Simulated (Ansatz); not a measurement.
**Elastic constants of AlN: input and output**

Computed with Ansatz 0.2.0, DFT HSE06, scalar-relativistic, plane waves, PAW.

Launched with:
```bash
ansatz run input.yaml --threads 4 --pin off --max-ram 12288MiB --backend cpu --events-out ev --progress --plain --runs-dir out
```

Input (bare energies are in eV):
```yaml
crystal:
  lattice:
    - [0.0, 2.0148, 2.0148]
    - [2.0148, 0.0, 2.0148]
    - [2.0148, 2.0148, 0.0]
  atoms:
    - { symbol: Al, position: [0.0, 0.0, 0.0] }
    - { symbol: "N", position: [0.5, 0.5, 0.5] }
basis:
  ecutwfc: 420
kpoints:
  mp_grid: { grid: [8, 8, 8] }
hamiltonian:
  xc: hse06
scf:
  occupations: { method: fixed }
output:
  forces: true
  stress: true
  eigenvalues: true
elastic:
  mode: relaxed_ion
  stencil: two_point
```

From the output:
```
--- Elastic constants: 2 strain directions × 2 members + reference (group order 48) ---
  dense FFT box of the reference and of every strained cell: 20×20×20
  strains applied: 11, 23; error gains: componentwise 1.00 (the most a stress slope's error grows in a printed constant), spectral 1.73 (1 for all six strains in a standard setting)
  C = ∂σ_k/∂η_j (tension-positive GPa; Voigt order 11 22 33 23 13 12):
       480.886    182.489    182.489      0.000      0.000     -0.000
       182.489    480.886    182.489     -0.000     -0.000     -0.000
       182.489    182.489    480.886     -0.000     -0.000     -0.000
        -0.000      0.000      0.000    335.564      0.000      0.000
         0.000     -0.000     -0.000     -0.000    335.564      0.000
        -0.000     -0.000      0.000     -0.000     -0.000    335.564
  reference stress σ⁰ (GPa):     -0.139     -0.139     -0.139     -0.000     -0.000      0.000
  C* (energy form; C + prestress term) asymmetry max|C*_kj − C*_jk| = 2.842e-14 GPa — a small one proves nothing (zero by symmetry where the batch's group is 432, −43m or m−3m); a large one is finite-difference/SCF noise where every solve ...
  moduli (Voigt/Reuss/Hill, GPa): K = 281.95/281.95/281.95   G = 261.02/223.76/242.39   E = 565.21   ν = 0.166
  mechanically stable: yes (min eigenvalue of sym C = 298.40 GPa)
  strain η (Voigt 11):  stress-route row diagonal C_11 = 480.89 GPa, energy-path curvature d²(F+E_count+ΔE)/dδ²/Ω₀ = 480.43 GPa
         δ    σ_11 (GPa) F (eV) n_scf n_hpsi n_pw
    -2.000e-3      -1.1131        -924.4228045      25   44299    332   relax 0 steps, max|allowed force component| 2.34e-30 eV/Å
     2.000e-3       0.8104        -924.4228363      25   44291    332   relax 0 steps, max|allowed force component| 9.37e-31 eV/Å
  strain η (Voigt 23):  stress-route row diagonal C_44 = 335.56 GPa, energy-path curvature d²(F+E_count+ΔE)/dδ²/Ω₀ = 335.75 GPa
         δ    σ_23 (GPa) F (eV) n_scf n_hpsi n_pw
    -2.000e-3      -0.6711        -924.4228412      24   69977    332   relax 0 steps, max|allowed force component| 2.13e-29 eV/Å
     2.000e-3       0.6711        -924.4228412      24   69973    332   relax 0 steps, max|allowed force component| 2.01e-29 eV/Å
```

It took 17 s on 4 threads of Intel(R) Xeon(R) 6975P-C (Granite Rapids), on a shared host, peak memory 1 GiB.

The cell is the ideal cubic rocksalt prototype; this isn't the usual structure of the compound.